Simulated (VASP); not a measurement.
# CaO (Fm-3m) in VASP: further runs

Runs on CaO. Level: PBE. Tasks: band structure.

All numbers are computed with VASP 6.6.1; they aren't measurements. Logs are shortened: lines on timing, memory, paths and dates and some standing lists are left out, and cuts for length are marked.

## (1) The structure

Symmetry: Fm-3m, No. 225, cubic system. Conventional cell: a = 4.793 Å, b = 4.793 Å, c = 4.793 Å, α = 90.00°, β = 90.00°, γ = 90.00°. Around Ca (site symmetry m-3m) lie 6 O at 2.40 Å. O (site symmetry m-3m) is surrounded by 6 Ca at 2.40 Å.

The cell was built by a generator and needn't be a form met in nature.

## (2) Band structure, PBE, non-collinear spin, zero start, spin-orbit coupling

File POSCAR:

```
CaO                                     
1.0
   -0.0000000000      2.3966028047      2.3966028047
    2.3966028047      0.0000000000      2.3966028047
    2.3966028047      2.3966028047      0.0000000000
  Ca              O             
     1     1
Direct
     0.0000000000000000    0.0000000000000000    0.0000000000000000
     0.5000000000000000    0.5000000000000000    0.5000000000000000
```

File INCAR.step1:

```
SYSTEM = CaO
ALGO = Normal
EDIFF = 1E-6
ENCUT = 520
GGA = PE
GGA_COMPAT = .False.
ISIF = 2
ISMEAR = 0
KPAR = 4
LASPH = .True.
LCHARG = .True.
LNONCOLLINEAR = .True.
LORBIT = 11
LREAL = .False.
LSORBIT = .True.
LWAVE = .False.
MAGMOM = 0 0 0 0 0 0
NELM = 100
PREC = Accurate
SIGMA = 0.02
```

File KPOINTS.step1:

```
k-points
0
Gamma
  10 10 10
  0 0 0
```

File INCAR.step2:

```
SYSTEM = CaO
ALGO = Normal
EDIFF = 1E-6
ENCUT = 520
GGA = PE
GGA_COMPAT = .False.
ICHARG = 11
ISIF = 2
ISMEAR = 0
KPAR = 4
LASPH = .True.
LCHARG = .False.
LNONCOLLINEAR = .True.
LORBIT = 11
LREAL = .False.
LSORBIT = .True.
LWAVE = .False.
MAGMOM = 0 0 0 0 0 0
NELM = 100
PREC = Accurate
SIGMA = 0.05
```

File KPOINTS.step2:

```
path GXWKGLUWLK,UX
15
line-mode
reciprocal
 0.0000000000  0.0000000000  0.0000000000  G
 0.5000000000  0.0000000000  0.5000000000  X

 0.5000000000  0.0000000000  0.5000000000  X
 0.5000000000  0.2500000000  0.7500000000  W

 0.5000000000  0.2500000000  0.7500000000  W
 0.3750000000  0.3750000000  0.7500000000  K

 0.3750000000  0.3750000000  0.7500000000  K
 0.0000000000  0.0000000000  0.0000000000  G

 0.0000000000  0.0000000000  0.0000000000  G
 0.5000000000  0.5000000000  0.5000000000  L

 0.5000000000  0.5000000000  0.5000000000  L
 0.6250000000  0.2500000000  0.6250000000  U

 0.6250000000  0.2500000000  0.6250000000  U
 0.5000000000  0.2500000000  0.7500000000  W

 0.5000000000  0.2500000000  0.7500000000  W
 0.5000000000  0.5000000000  0.5000000000  L

 0.5000000000  0.5000000000  0.5000000000  L
 0.3750000000  0.3750000000  0.7500000000  K

 0.6250000000  0.2500000000  0.6250000000  U
 0.5000000000  0.0000000000  0.5000000000  X
```

Potentials or basis: VASP PAW PBE potentials, release 64 (Ca_sv, O).

Started as:

```sh
> cat potpaw_PBE.64/Ca_sv/POTCAR potpaw_PBE.64/O/POTCAR > POTCAR
> cp INCAR.step1 INCAR
> cp KPOINTS.step1 KPOINTS
> mpirun -np 4 vasp_ncl > vasp.out
> cp INCAR.step2 INCAR
> cp KPOINTS.step2 KPOINTS
> mpirun -np 4 vasp_ncl > vasp.out
```

OUTCAR:

```text
SYSTEM = CaO
   EDIFF = 1E-6
   ENCUT = 520
   GGA = PE
   ICHARG = 11
   ISIF = 2
   ISMEAR = 0
   LASPH = .True.
   LNONCOLLINEAR = .True.
   LORBIT = 11
   LREAL = .False.
   LSORBIT = .True.
   NELM = 100
   PREC = Accurate

 ion  position               nearest neighbor table
   1  0.000  0.000  0.000-   2 2.40   2 2.40   2 2.40   2 2.40   2 2.40   2 2.40
   2  0.500  0.500  0.500-   1 2.40   1 2.40   1 2.40   1 2.40   1 2.40   1 2.40

  LATTYP: Found a face centered cubic cell.
 ALAT       =     4.7932056094

  Lattice vectors:

 A1 = (   0.0000000000,   2.3966028047,   2.3966028047)
 A2 = (   2.3966028047,   0.0000000000,   2.3966028047)
 A3 = (   2.3966028047,   2.3966028047,   0.0000000000)

Analysis of symmetry for initial positions (statically):
=====================================================================
 Subroutine PRICEL returns:
 Original cell was already a primitive cell.

 Routine SETGRP: Setting up the symmetry group for a
 face centered cubic supercell.

 Subroutine GETGRP returns: Found 48 space group operations
 (whereof 48 operations were pure point group operations)
 out of a pool of 48 trial point group operations.

The static configuration has the point symmetry O_h .

Analysis of symmetry for dynamics (positions and initial velocities):
=====================================================================
 Subroutine PRICEL returns:
 Original cell was already a primitive cell.

 Routine SETGRP: Setting up the symmetry group for a
 face centered cubic supercell.

 Subroutine GETGRP returns: Found 48 space group operations
 (whereof 48 operations were pure point group operations)
 out of a pool of 48 trial point group operations.

The dynamic configuration has the point symmetry O_h .

Analysis of structural, dynamic, and magnetic symmetry:
=====================================================================
 Subroutine PRICEL returns:
 Original cell was already a primitive cell.

 Routine SETGRP: Setting up the symmetry group for a
 face centered cubic supercell.

 Subroutine GETGRP returns: Found 48 space group operations
 (whereof 48 operations were pure point group operations)
 out of a pool of 48 trial point group operations.

The overall configuration has the point symmetry O_h .

 Subroutine INISYM returns: Found 48 space group operations
 (whereof 48 operations are pure point group operations),
 and found     1 'primitive' translations

----------------------------------------------------------------------------------------

                                     Primitive cell

  volume of cell :      27.5308

  direct lattice vectors                    reciprocal lattice vectors
     0.000000000  2.396602805  2.396602805    -0.208628647  0.208628647  0.208628647
     2.396602805  0.000000000  2.396602805     0.208628647 -0.208628647  0.208628647
     2.396602805  2.396602805  0.000000000     0.208628647  0.208628647 -0.208628647

  length of vectors
     3.389308190  3.389308190  3.389308190     0.361355416  0.361355416  0.361355416

  position of ions in fractional coordinates (direct lattice)
     0.000000000  0.000000000  0.000000000
     0.500000000  0.500000000  0.500000000

  ion indices of the primitive-cell ions
   primitive index   ion index
                 1           1
                 2           2

----------------------------------------------------------------------------------------

 KPOINTS: path GXWKGLUWLK,UX

Interpolating k-points between supplied coordinates.

 Line segments in fractional coordinates (reciprocal lattice):
    0.000000  0.000000  0.000000  ...  0.500000  0.000000  0.500000
    0.500000  0.000000  0.500000  ...  0.500000  0.250000  0.750000
    0.500000  0.250000  0.750000  ...  0.375000  0.375000  0.750000
    0.375000  0.375000  0.750000  ...  0.000000  0.000000  0.000000
    0.000000  0.000000  0.000000  ...  0.500000  0.500000  0.500000
    0.500000  0.500000  0.500000  ...  0.625000  0.250000  0.625000
    0.625000  0.250000  0.625000  ...  0.500000  0.250000  0.750000
    0.500000  0.250000  0.750000  ...  0.500000  0.500000  0.500000
    0.500000  0.500000  0.500000  ...  0.375000  0.375000  0.750000
    0.625000  0.250000  0.625000  ...  0.500000  0.000000  0.500000
[... 45 lines left out ...]
   LASPH  =      T    aspherical Exc in radial PAW
   ENCUT  =  520.0 eV  38.22 Ry    6.18 a.u.   6.30  6.30  6.30*2*pi/ulx,y,z
   NELM   =    100;   NELMIN=  2; NELMDL=  0     # of ELM steps
   EDIFF  = 0.1E-05   stopping-criterion for ELM
   LREAL  =      F    real-space projection
   EDIFFG = 0.1E-04   stopping-criterion for IOM
   NSW    =      0    number of steps for IOM
   IBRION =     -1    ionic relax: 0-MD 1-quasi-New 2-CG
   NFREE  =      0    steps in history (QN), initial steepest desc. (CG)
   ISIF   =      2    stress and relaxation
   ISYM   =      2    0-nonsym 1-usesym 2-fastsym
   POTIM  = 0.5000    time-step for ionic-motion
   TEBEG  =    0.0;   TEEND  =   0.0 temperature during run
   PSTRESS=    0.0 pullay stress
   NELECT =      16.0000    total number of electrons
   NUPDOWN=      -1.0000    fix difference up-down
   EMIN   =  10.00;   EMAX   =-10.00  energy-range for DOS
   EFERMI =   0.00;   METHOD = LEGACY
   ISMEAR =     0;   SIGMA  =   0.05  broadening in eV -4-tet -1-fermi 0-gaus
   EFERMI_NEDOS =   21; number of points for ismear=-14 and -15
   IALGO  =     38    algorithm
   IMIX   =      4    mixing-type and parameters
     AMIX     =   0.40;   BMIX     =  1.00
     AMIX_MAG =   1.60;   BMIX_MAG =  1.00
  volume/ion in A,a.u.               =      13.77        92.89
  Fermi-wavevector in a.u.,A,eV,Ry     =   1.366183  2.581711 25.394662  1.866455
  Thomas-Fermi vector in A             =   2.492346
   LORBIT       =     11    0 simple, 1 ext, 2 COOP (PROOUT), +10 PAW based schemes
   GGA     = PE    functional components
   LHFCALC =     F    Hartree Fock is set to
   AEXX    =    0.0000 exact exchange contribution
   IVDW    =     0    specifies the selected vdW correction
   LEPSILON=     F    determine dielectric tensor
   LRPA    =     F    only Hartree local field effects (RPA)
 Gauss-broadening in eV      SIGMA  =   0.05
  energy-cutoff  :      520.00
  volume of cell :       27.53
 maximum number of plane-waves:      1514
 NGX is ok and might be reduce to    28

 number of electron      15.9999997 magnetization       0.0000000     -0.0000000     -0.0000000

 Free energy of the ion-electron system (eV)
  ---------------------------------------------------
  ext. energy  EPLUGINS =         0.00000000
  ---------------------------------------------------
  free energy    TOTEN  =       -12.44718000 eV

  energy without entropy =      -12.44718000  energy(sigma->0) =      -12.44718000

 E-fermi :   2.6360     XC(G=0): -10.5159

 val. band max:        2.4103160380   @ k =   0.0000   0.0000   0.0000
 cond. band min:       6.0296345412   @ k =   0.5000   0.0000   0.5000
 fundamental gap:      3.6193185032
 Fermi energy:         2.6359695522

 k-point     1 :       0.0000    0.0000    0.0000
  band No.  band energies     occupation
      1     -35.2065      1.00000
      2     -35.2065      1.00000
      3     -16.2190      1.00000
      4     -16.2190      1.00000
      5     -15.8377      1.00000
      6     -15.8377      1.00000
[... 637 lines left out ...]
     23      11.9901      0.00000
     24      11.9942      0.00000

 [... further k-points ...]
[... 5 lines left out ...]
  --------------------------------------------------------------------------------------
  -------------------------------------------------------------------------------------
  Total        2.6273479      2.6273479      2.6273479     -0.0000000     -0.0000000      0.0000000
  in kB      152.9008789    152.9008789    152.9008789     -0.0000000     -0.0000000      0.0000000
  external PRESSURE =     152.9008789 kB  Pullay stress =       0.0000000 kB

 VOLUME and BASIS-vectors are now :
 -----------------------------------------------------------------------------
  energy-cutoff  :      520.00
  volume of cell :       27.53
      direct lattice vectors                 reciprocal lattice vectors
     0.000000000  2.396602805  2.396602805    -0.208628647  0.208628647  0.208628647
     2.396602805  0.000000000  2.396602805     0.208628647 -0.208628647  0.208628647
     2.396602805  2.396602805  0.000000000     0.208628647  0.208628647 -0.208628647

 POSITION                                       TOTAL-FORCE (eV/Angst)
 -----------------------------------------------------------------------------------
      0.00000      0.00000      0.00000         0.000000     -0.000000     -0.000000
      2.39660      2.39660      2.39660         0.000000      0.000000      0.000000
 -----------------------------------------------------------------------------------
    total drift:                                0.000000      0.000000      0.000000

  FREE ENERGIE OF THE ION-ELECTRON SYSTEM (eV)
  ---------------------------------------------------
  free  energy   TOTEN  =       -12.4471799984 eV

  energy  without entropy=      -12.4471799984  energy(sigma->0) =      -12.44718000

 Spin-Orbit-Coupling matrix elements

 Ion:    1  E_soc:     -0.0057335
 l=   1
     0.0000000    -0.0009541    -0.0009541
    -0.0009541     0.0000000    -0.0009541
    -0.0009541    -0.0009541     0.0000000
 l=   2
     0.0000000     0.0000000     0.0000000     0.0000000    -0.0000015
     0.0000000     0.0000000    -0.0000011     0.0000000    -0.0000004
     0.0000000    -0.0000011     0.0000000    -0.0000011     0.0000000
     0.0000000     0.0000000    -0.0000011     0.0000000    -0.0000004
    -0.0000015    -0.0000004     0.0000000    -0.0000004     0.0000000
 l=   3
     0.0000000     0.0000000     0.0000000     0.0000000     0.0000000     0.0000000     0.0000000
     0.0000000     0.0000000     0.0000000     0.0000000     0.0000000     0.0000000     0.0000000
     0.0000000     0.0000000     0.0000000     0.0000000     0.0000000     0.0000000     0.0000000
     0.0000000     0.0000000     0.0000000     0.0000000     0.0000000     0.0000000     0.0000000
     0.0000000     0.0000000     0.0000000     0.0000000     0.0000000     0.0000000     0.0000000
     0.0000000     0.0000000     0.0000000     0.0000000     0.0000000     0.0000000     0.0000000
     0.0000000     0.0000000     0.0000000     0.0000000     0.0000000     0.0000000     0.0000000

 Ion:    2  E_soc:     -0.0002079
 l=   1
     0.0000000    -0.0000347    -0.0000347
    -0.0000347     0.0000000    -0.0000347
    -0.0000347    -0.0000347     0.0000000
 l=   2
     0.0000000     0.0000000     0.0000000     0.0000000     0.0000000
     0.0000000     0.0000000     0.0000000     0.0000000     0.0000000
     0.0000000     0.0000000     0.0000000     0.0000000     0.0000000
     0.0000000     0.0000000     0.0000000     0.0000000     0.0000000
     0.0000000     0.0000000     0.0000000     0.0000000     0.0000000
 l=   3
     0.0000000     0.0000000     0.0000000     0.0000000     0.0000000     0.0000000     0.0000000
     0.0000000     0.0000000     0.0000000     0.0000000     0.0000000     0.0000000     0.0000000
     0.0000000     0.0000000     0.0000000     0.0000000     0.0000000     0.0000000     0.0000000
     0.0000000     0.0000000     0.0000000     0.0000000     0.0000000     0.0000000     0.0000000
     0.0000000     0.0000000     0.0000000     0.0000000     0.0000000     0.0000000     0.0000000
     0.0000000     0.0000000     0.0000000     0.0000000     0.0000000     0.0000000     0.0000000
     0.0000000     0.0000000     0.0000000     0.0000000     0.0000000     0.0000000     0.0000000

 total charge

# of ion       s       p       d       tot
------------------------------------------
    1        2.028   5.903   0.259   8.190
    2        1.546   3.509   0.000   5.055
--------------------------------------------------
tot          3.574   9.413   0.259  13.245

 magnetization (x)

# of ion       s       p       d       tot
------------------------------------------
    1       -0.000  -0.000   0.000  -0.000
    2       -0.000   0.000   0.000  -0.000
--------------------------------------------------
tot         -0.000  -0.000   0.000  -0.000

 magnetization (y)

# of ion       s       p       d       tot
------------------------------------------
    1        0.000  -0.000  -0.000   0.000
    2       -0.000  -0.000   0.000  -0.000
--------------------------------------------------
tot          0.000  -0.000  -0.000   0.000

 magnetization (z)

# of ion       s       p       d       tot
------------------------------------------
    1        0.000  -0.000   0.000  -0.000
    2       -0.000   0.000   0.000   0.000
--------------------------------------------------
tot         -0.000   0.000   0.000   0.000
```

Run time: 78 s. Hardware: 4 MPI ranks of Intel Xeon 6975P-C (Granite Rapids), shared host; peak memory 0.32 GiB.

Results:

```
Net moment : 0.00 μB per cell
```

Moments on the atoms (μB; x, y, z):
```
Ca  0.00 0.00 0.00
O   0.00 0.00 0.00
```

Caveat: the log is that of the step along the path at fixed density, whose energy, stress, charges and moments have no meaning.

(Continued in part 2 of 2.)
